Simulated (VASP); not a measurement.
# IrO2 (P4_2/mnm) in VASP: further runs, part 2 of 2

VASP 6.6.1.

### Step 3. Band structure, PBE

The COD entry that gives the cell may itself be a prediction, so a difference from it is no test against experiment.

INCAR

```
SYSTEM = IrO2
ALGO = Normal
EDIFF = 1E-6
ENCUT = 520
GGA = PE
ISIF = 2
ISMEAR = 1
KPAR = 4
LASPH = .TRUE.
LCHARG = .FALSE.
LMAXMIX = 4
LREAL = .FALSE.
LWAVE = .FALSE.
NELM = 80
PREC = Accurate
SIGMA = 0.1
```

KPOINTS

```
k-points
0
G
  8 8 12
  0 0 0
```

POSCAR

```
IrO2                                    
1.0
    4.4837704648      0.0000000000      0.0000000000
   -0.0000000000      4.4837704648      0.0000000000
    0.0000000000      0.0000000000      3.1637946960
  Ir              O             
     2     4
Direct
     0.0000000000000000    0.0000000000000000    0.0000000000000000
     0.5000000000000000    0.5000000000000000    0.5000000000000000
     0.3088508816894303    0.3088508816894303    0.0000000000000000
     0.1911491183105698    0.8088508816894302    0.5000000000000000
     0.6911491183105698    0.6911491183105698    0.0000000000000000
     0.8088508816894302    0.1911491183105698    0.5000000000000000
```

KPOINTS_OPT

```
explicit points
168
Reciprocal
 0.0000000000  0.0000000000  0.0000000000 1
 0.0000000000  0.0555555556  0.0000000000 1
 0.0000000000  0.1111111111  0.0000000000 1
 0.0000000000  0.1666666667  0.0000000000 1
 0.0000000000  0.2222222222  0.0000000000 1
 0.0000000000  0.2777777778  0.0000000000 1
[... 160 lines left out ...]
 0.0000000000  0.0000000000  0.5175947400 1
 0.0000000000  0.0000000000  0.4824052600 1
```

Potentials or basis: VASP PAW PBE potentials, release 64 (Ir, O).

Launch:

```sh
> cat potpaw_PBE.64/Ir/POTCAR potpaw_PBE.64/O/POTCAR > POTCAR
> mpirun -np 4 vasp_std > vasp.out
```

OUTCAR:

```text
SYSTEM = IrO2
   EDIFF = 1E-6
   ENCUT = 520
   GGA = PE
   ISIF = 2
   ISMEAR = 1
   LASPH = .TRUE.
   LREAL = .FALSE.
   NELM = 80
   PREC = Accurate

 ion  position               nearest neighbor table
   1  0.000  0.000  0.000-   3 1.96   5 1.96   4 1.99   6 1.99   4 1.99   6 1.99
   2  0.500  0.500  0.500-   4 1.96   6 1.96   5 1.99   3 1.99   3 1.99   5 1.99
   3  0.309  0.309  0.000-   1 1.96   2 1.99   2 1.99
   4  0.191  0.809  0.500-   2 1.96   1 1.99   1 1.99
   5  0.691  0.691  0.000-   1 1.96   2 1.99   2 1.99
   6  0.809  0.191  0.500-   2 1.96   1 1.99   1 1.99

  LATTYP: Found a simple tetragonal cell.
 ALAT       =     4.4837704648
 C/A-ratio  =     0.7056103163

  Lattice vectors:

 A1 = (   4.4837704648,   0.0000000000,   0.0000000000)
 A2 = (   0.0000000000,   4.4837704648,   0.0000000000)
 A3 = (   0.0000000000,   0.0000000000,   3.1637946960)

Analysis of symmetry for initial positions (statically):
=====================================================================
 Subroutine PRICEL returns:
 Original cell was already a primitive cell.

 Routine SETGRP: Setting up the symmetry group for a
 simple tetragonal supercell.

 Subroutine GETGRP returns: Found 16 space group operations
 (whereof  8 operations were pure point group operations)
 out of a pool of 16 trial point group operations.

The static configuration has the point symmetry D_2h.
 The point group associated with its full space group is D_4h.

Analysis of symmetry for dynamics (positions and initial velocities):
=====================================================================
 Subroutine PRICEL returns:
 Original cell was already a primitive cell.

 Routine SETGRP: Setting up the symmetry group for a
 simple tetragonal supercell.

[... 132 lines left out ...]
     AMIX     =   0.40;   BMIX     =  1.00
     AMIX_MAG =   1.60;   BMIX_MAG =  1.00
  volume/ion in A,a.u.               =      10.60        71.54
  Fermi-wavevector in a.u.,A,eV,Ry     =   1.425584  2.693964 27.650994  2.032291
  Thomas-Fermi vector in A             =   2.545953
   LORBIT       =      0    0 simple, 1 ext, 2 COOP (PROOUT), +10 PAW based schemes
   GGA     = PE    functional components
   LHFCALC =     F    Hartree Fock is set to
   AEXX    =    0.0000 exact exchange contribution
   IVDW    =     0    specifies the selected vdW correction
   LEPSILON=     F    determine dielectric tensor
   LRPA    =     F    only Hartree local field effects (RPA)
 non-spin polarized calculation
 Methfessel and Paxton  Order N= 1 SIGMA  =   0.10
  energy-cutoff  :      520.00
  volume of cell :       63.61
 maximum number of plane-waves:      1744
 NGX is ok and might be reduce to    36

 number of electron      41.9999996 magnetization

 Free energy of the ion-electron system (eV)
  ---------------------------------------------------
  ext. energy  EPLUGINS =         0.00000000
  ---------------------------------------------------
  free energy    TOTEN  =       -42.20343758 eV

  energy without entropy =      -42.20454734  energy(sigma->0) =      -42.20380750

 E-fermi :   6.2931     XC(G=0): -12.0451

 val. band max:        6.2866572853   @ k =   0.3750   0.3750   0.1667
 cond. band min:       6.3019671325   @ k =   0.2500   0.0000   0.3333
 fundamental gap:      0.0153098472
 Fermi energy:         6.2930529935

 k-point     1 :       0.0000    0.0000    0.0000
  band No.  band energies     occupation
      1     -15.0068      2.00000
      2     -13.7969      2.00000
      3     -12.6879      2.00000
      4     -12.6879      2.00000
      5      -3.6088      2.00000
      6      -3.3806      2.00000
[... 661 lines left out ...]
     24       9.5818      0.00000
     25       9.9949      0.00000

 [... further k-points ...]

------------------------ aborting loop because EDIFF is reached ----------------------------------------

  FORCE on cell =-STRESS in cart. coord.  units (eV):
  Direction    XX          YY          ZZ          XY          YZ          ZX
  --------------------------------------------------------------------------------------
  -------------------------------------------------------------------------------------
  Total        3.6074011      3.6074011      4.2880604     -0.0000000      0.0000000      0.0000000
  in kB       90.8677923     90.8677923    108.0131010     -0.0000000      0.0000000      0.0000000
  external PRESSURE =      96.5828952 kB  Pullay stress =       0.0000000 kB

 VOLUME and BASIS-vectors are now :
 -----------------------------------------------------------------------------
  energy-cutoff  :      520.00
  volume of cell :       63.61
      direct lattice vectors                 reciprocal lattice vectors
     4.483770465  0.000000000  0.000000000     0.223026582  0.000000000  0.000000000
     0.000000000  4.483770465  0.000000000     0.000000000  0.223026582  0.000000000
     0.000000000  0.000000000  3.163794696     0.000000000  0.000000000  0.316076135

 POSITION                                       TOTAL-FORCE (eV/Angst)
 -----------------------------------------------------------------------------------
      0.00000      0.00000      0.00000         0.000000      0.000000      0.000000
      2.24189      2.24189      1.58190         0.000000      0.000000      0.000000
      1.38482      1.38482      0.00000        -0.041370     -0.041370      0.000000
      0.85707      3.62670      1.58190         0.041370     -0.041370      0.000000
      3.09895      3.09895      0.00000         0.041370      0.041370      0.000000
      3.62670      0.85707      1.58190        -0.041370      0.041370      0.000000
 -----------------------------------------------------------------------------------
    total drift:                               -0.000000      0.000000      0.000000

  FREE ENERGIE OF THE ION-ELECTRON SYSTEM (eV)
  ---------------------------------------------------
  free  energy   TOTEN  =       -42.2034375815 eV

  energy  without entropy=      -42.2045473443  energy(sigma->0) =      -42.20380750
```

Wall time 42 s (4 MPI ranks of Intel Xeon Platinum 8488C (Sapphire Rapids), shared host); peak memory 0.35 GiB.

Results:

```
Free energy             : -42.2034 eV
Pressure                : 9.7 GPa
Largest force           : 0.059 eV/Å
Band gap along the path : none (metal or under the smearing width)
```

Forces on the atoms (eV/Å):
```
Ir   0.000  0.000  0.000
Ir   0.000  0.000  0.000
O   -0.041 -0.041  0.000
O    0.041 -0.041  0.000
O    0.041  0.041  0.000
O   -0.041  0.041  0.000
```

Levels at the corners of the path, in eV from the Fermi level:
```
point  band 19  band 20  band 21  band 22  band 23  band 24
    Γ    -2.37    -2.33    -2.20     0.79     1.25     4.22
    X    -1.31    -1.31    -0.30    -0.30     3.62     3.63
    X    -1.31    -1.31    -0.30    -0.30     3.62     3.62
    M    -2.42    -2.42     0.20     0.20     2.56     2.56
    M    -2.42    -2.42     0.20     0.20     2.56     2.56
    Γ    -2.37    -2.33    -2.20     0.79     1.25     4.22
    Γ    -2.37    -2.33    -2.20     0.79     1.25     4.22
    Z    -0.69    -0.69     0.27     0.27     2.29     2.29
    Z    -0.69    -0.69     0.27     0.27     2.29     2.29
    R    -1.82    -1.82     0.54     0.54     1.15     1.15
    R    -1.82    -1.82     0.54     0.54     1.15     1.15
    A    -1.23    -1.23    -0.48    -0.48     2.24     2.24
    A    -1.23    -1.23    -0.48    -0.48     2.24     2.24
    Z    -0.69    -0.69     0.27     0.27     2.29     2.29
    X    -1.31    -1.31    -0.30    -0.30     3.62     3.64
    R    -1.82    -1.82     0.54     0.54     1.15     1.15
    M    -2.42    -2.42     0.20     0.20     2.56     2.56
    A    -1.23    -1.23    -0.48    -0.48     2.24     2.24
```

Caveat: spin-orbit coupling is left out, which moves the levels of the heavy elements.

### Step 4. Band structure, LDA

INCAR, as its differences from that of step 3:

```diff
@@ -4,3 +4,2 @@
 ENCUT = 520
-GGA = PE
 ISIF = 2
```

KPOINTS is that of step 3.

POSCAR is that of step 3.

KPOINTS_OPT is that of step 3.

Potentials or basis: VASP PAW LDA potentials, release 64 (Ir, O).

Launch:

```sh
> cat potpaw_LDA.64/Ir/POTCAR potpaw_LDA.64/O/POTCAR > POTCAR
> mpirun -np 4 vasp_std > vasp.out
```

It took 41 s on 4 MPI ranks of Intel Xeon Platinum 8488C (Sapphire Rapids), shared host; peak memory 0.34 GiB.

Results (log left out):

```
Free energy             : -48.7931 eV
Pressure                : -6.0 GPa
Largest force           : 0.027 eV/Å
Band gap along the path : none (metal or under the smearing width)
```

Forces on the atoms (eV/Å):
```
Ir   0.000  0.000  0.000
Ir   0.000  0.000  0.000
O    0.019  0.019  0.000
O   -0.019  0.019  0.000
O   -0.019 -0.019  0.000
O    0.019 -0.019  0.000
```

Stress tensor (GPa, compression positive):
```
-5.64  0.00  0.00
 0.00 -5.64  0.00
 0.00  0.00 -6.71
```

Levels at the corners of the path, in eV from the Fermi level:
```tsv
point	band 19	band 20	band 21	band 22	band 23	band 24
Γ	-2.39	-2.32	-2.22	0.74	1.27	4.12
X	-1.33	-1.33	-0.31	-0.31	3.51	3.52
X	-1.33	-1.33	-0.31	-0.31	3.51	3.51
M	-2.45	-2.45	0.21	0.21	2.52	2.52
M	-2.45	-2.45	0.21	0.21	2.52	2.52
Γ	-2.39	-2.32	-2.22	0.74	1.27	4.12
Γ	-2.39	-2.32	-2.22	0.74	1.27	4.12
Z	-0.69	-0.69	0.28	0.28	2.21	2.21
Z	-0.69	-0.69	0.28	0.28	2.21	2.21
R	-1.82	-1.82	0.55	0.55	1.10	1.10
R	-1.82	-1.82	0.55	0.55	1.10	1.10
A	-1.25	-1.25	-0.50	-0.50	2.16	2.16
A	-1.25	-1.25	-0.50	-0.50	2.16	2.16
Z	-0.69	-0.69	0.28	0.28	2.21	2.21
X	-1.33	-1.33	-0.31	-0.31	3.51	3.51
R	-1.82	-1.82	0.55	0.55	1.10	1.10
M	-2.45	-2.45	0.21	0.21	2.52	2.52
A	-1.25	-1.25	-0.50	-0.50	2.16	2.16
```

Caveat: spin-orbit coupling is left out, which moves the levels of the heavy elements.

### Step 5. Band structure, r2SCAN

INCAR, as its differences from that of step 4:

```diff
@@ -10,4 +10,6 @@
 LMAXMIX = 4
+LMIXTAU = .TRUE.
 LREAL = .FALSE.
 LWAVE = .FALSE.
+METAGGA = R2SCAN
 NELM = 80
```

KPOINTS is that of step 4.

POSCAR is that of step 4.

KPOINTS_OPT is that of step 4.

Potentials or basis: VASP PAW PBE potentials, release 64 (Ir, O).

Launch:

```sh
> cat potpaw_PBE.64/Ir/POTCAR potpaw_PBE.64/O/POTCAR > POTCAR
> mpirun -np 4 vasp_std > vasp.out
```

It took 2.4 min on 4 MPI ranks of Intel Xeon Platinum 8488C (Sapphire Rapids), shared host; peak memory 0.35 GiB.

The run converged. Its results:

| Item | Value |
| --- | --- |
| Free energy | -134.1018 eV |
| Pressure | 4.6 GPa |
| Largest force | 0.056 eV/Å |
| Band gap along the path | none (metal or under the smearing width) |

Forces on the atoms (eV/Å):
```
Ir   0.000  0.000  0.000
Ir   0.000  0.000  0.000
O   -0.039 -0.039  0.000
O    0.039 -0.039  0.000
O    0.039  0.039  0.000
O   -0.039  0.039  0.000
```

Stress tensor (GPa, compression positive):
```
4.12 0.00 0.00
0.00 4.12 0.00
0.00 0.00 5.58
```

Levels at the corners of the path, in eV from the Fermi level:
```tsv
point	band 17	band 18	band 19	band 20	band 21	band 22	band 23	band 24	band 25
Γ	-2.51	-2.51	-2.44	-2.42	-2.24	1.04	1.28	4.60	4.77
X	-1.69	-1.69	-1.34	-1.34	-0.30	-0.30	4.01	4.01	4.01
X	-1.69	-1.69	-1.34	-1.34	-0.30	-0.30	4.01	4.01	4.01
M	-2.58	-2.58	-2.46	-2.46	0.20	0.20	2.88	2.88	4.58
M	-2.58	-2.58	-2.46	-2.46	0.20	0.20	2.88	2.88	4.58
Γ	-2.51	-2.51	-2.44	-2.42	-2.24	1.04	1.28	4.60	4.60
Γ	-2.51	-2.51	-2.44	-2.42	-2.24	1.04	1.28	4.60	4.60
Z	-2.08	-2.08	-0.72	-0.72	0.27	0.27	2.63	2.63	3.15
Z	-2.08	-2.08	-0.72	-0.72	0.27	0.27	2.63	2.63	3.15
R	-2.83	-2.83	-1.97	-1.97	0.56	0.56	1.45	1.45	4.99
R	-2.83	-2.83	-1.97	-1.97	0.56	0.56	1.45	1.45	4.99
A	-2.00	-2.00	-1.26	-1.26	-0.51	-0.51	2.58	2.58	3.62
A	-2.00	-2.00	-1.26	-1.26	-0.51	-0.51	2.58	2.58	3.62
Z	-2.08	-2.08	-0.72	-0.72	0.27	0.27	2.63	2.63	3.15
X	-1.69	-1.69	-1.34	-1.34	-0.30	-0.30	4.01	4.01	4.01
R	-2.83	-2.83	-1.97	-1.97	0.56	0.56	1.45	1.45	4.99
M	-2.58	-2.58	-2.46	-2.46	0.20	0.20	2.88	2.88	4.58
A	-2.00	-2.00	-1.26	-1.26	-0.51	-0.51	2.58	2.58	3.62
```

Caveat: the PAW data sets were made with another functional, which shifts forces and pressure a little; spin-orbit coupling is left out, which moves the levels of the heavy elements.

### Step 6. The runs side by side

| task | level | potentials or basis | k mesh for the DOS | occupations for the DOS | further INCAR settings | pressure (GPa) | largest force (eV/Å) |
| --- | --- | --- | --- | --- | --- | --- | --- |
| density of states | PBE | VASP PAW PBE potentials, release 64 (Ir, O) | 12 × 12 × 18 | tetrahedron | ALGO = Normal; EDIFF = 1e-07 | - | - |
| band structure | PBE | VASP PAW PBE potentials, release 64 (Ir, O) | - | - | ALGO = Normal; EDIFF = 1e-06 | 9.7 | 0.06 |
| band structure | LDA | VASP PAW LDA potentials, release 64 (Ir, O) | - | - | ALGO = Normal; EDIFF = 1e-06 | -6.0 | 0.03 |
| band structure | r2SCAN | VASP PAW PBE potentials, release 64 (Ir, O) | - | - | ALGO = Normal; EDIFF = 1e-06 | 4.6 | 0.06 |

Alike in all rows: no spin polarisation; cell as given; k mesh 8 × 8 × 12; cutoff (eV) 520; smearing methfessel-paxton 0.1 eV.

Caveats: spin-orbit coupling is left out, which moves the levels of the heavy elements (some runs); the PAW data sets were made with another functional, which shifts forces and pressure a little (some runs).

Absolute energies hang on the potentials; compare differences alone.
